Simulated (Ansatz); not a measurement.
The system is BaH2.

```
CELL_PARAMETERS angstrom
4.46203 0.00000 0.00000
-2.23101 3.86423 0.00000
0.00000 0.00000 6.05529
ATOMIC_POSITIONS crystal
Ba 0.33333 0.66667 0.25000
Ba 0.66667 0.33333 0.75000
H 0.00000 0.00000 0.00000
H 0.00000 0.00000 0.50000
H 0.66667 0.33333 0.25000
H 0.33333 0.66667 0.75000
```

The cell comes from a database or a generator and needn't be the stable form of this composition.

Base run:

```yaml
Program: Ansatz 0.2.0
Functional: PBEsol
Potentials_or_basis: Ansatz PAW
Cutoff: "420 eV (not typed: the program's choice for these potentials)"
k_mesh: 5 × 5 × 4
Occupations: fermi-dirac, width 0.05 eV
Spin: spin-orbit coupling, no magnetisation
```

Its results: band gap on the k mesh 1.79 eV, indirect (least direct gap 2.61 eV); pressure -2.3 GPa.

Problem. The run is repeated on the same cell with these changes: functional from PBEsol to LDA. What comes out?

Solution. Band gap on the k mesh 1.69 eV, indirect (least direct gap 2.53 eV); pressure -3.5 GPa.

LDA binds more tightly than PBEsol, so the same cell stands under less pressure.

Caveats: the k mesh misses the band edges, so the gap on the mesh is wider than the one along the path; the PAW data sets come from PBE, with cores solved anew for the run's functional, which leaves a small shift of forces and pressure.
